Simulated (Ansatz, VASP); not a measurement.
## TaN: VASP beside Ansatz

The input INCAR:

```
ALGO     = Normal         # electronic algorithm
EDIFF    = 1E-6           # SCF threshold, eV
ENCUT    = 520            # plane-wave cutoff, eV
GGA      = PE             # functional
ISIF     = 2              # what is computed and relaxed
ISMEAR   = -1             # smearing method
LASPH    = T              # aspherical terms in the spheres
LCHARG   = F              # write CHGCAR
LREAL    = F              # projectors in reciprocal space
LWAVE    = F              # write WAVECAR
NBANDS   = 15             # bands
NELM     = 100            # most SCF steps
PREC     = Accurate       # precision mode
SIGMA    = 0.05           # smearing width, eV
```

Contents of KPOINTS:

```
k-points
0
Gamma
  10 10 10
```

POSCAR

```
TaN
1.0
    0.0000000000      2.2113230000      2.2113230000
    2.2113230000      0.0000000000      2.2113230000
    2.2113230000      2.2113230000      0.0000000000
Ta N
1 1
Direct
    0.5000000000      0.5000000000      0.5000000000
    0.0000000000      0.0000000000      0.0000000000
```

File input.yaml:

```yaml
crystal:
  lattice:
    - [0.0, 2.211323, 2.211323]
    - [2.211323, 0.0, 2.211323]
    - [2.211323, 2.211323, 0.0]
  atoms:
    - { symbol: Ta, position: [0.5, 0.5, 0.5] }
    - { symbol: "N", position: [0.0, 0.0, 0.0] }
hamiltonian:
  xc: pbe
  pseudopotentials: { kind: paw }
kpoints:
  mp_grid: { grid: [10, 10, 10] }
  band_path:
    path:
      - [[0.0, 0.0, 0.0], [0.5, 0.0, 0.5], [0.5, 0.25, 0.75], [0.375, 0.375, 0.75], [0.0, 0.0, 0.0], [0.5, 0.5, 0.5], [0.625, 0.25, 0.625], [0.5, 0.25, 0.75], [0.5, 0.5, 0.5], [0.375, 0.375, 0.75]]
      - [[0.625, 0.25, 0.625], [0.5, 0.0, 0.5]]
    npoints: 14
scf:
  occupations: { method: fermi_dirac, width: 0.05 }
  n_extra_bands: 6
output:
  forces: true
  stress: true
  eigenvalues: true
  fatbands: true
```

The cell comes from a database or a generator and needn't be the stable form of this composition.

Alike in both runs: functional PBE; k mesh 10 × 10 × 10; occupations fermi-dirac, width 0.05 eV; no spin polarisation.

|  | VASP | Ansatz |
| --- | --- | --- |
| version | VASP 6.6.1 | Ansatz 0.2.0 |
| potentials or method | VASP PAW PBE potentials, release 64 (Ta_pv, N) | Ansatz PAW |
| plane-wave cutoff (eV) | 520 | 420 |
| valence electrons in the cell | 16 | 18 |
| task | single point | band structure |

Ansatz gave:

```
gap on the k mesh at the Fermi level (eV) : none
pressure (GPa)                            : -1.3
```

**Question.** Which values does VASP return?

**Answer.** gap on the k mesh at the Fermi level (eV): none; pressure (GPa): -0.6.

A gap of «none» marks a metal or a gap that the smearing closes. The two sets of potentials don't hold the same shells in valence.

Caveats: the pressure holds a Pulay correction of +0.5 GPa for the finite cutoff (Ansatz); spin-orbit coupling is left out, which moves the levels of the heavy elements (Ansatz). Spin-orbit coupling is left out, which matters for the levels of Ta.
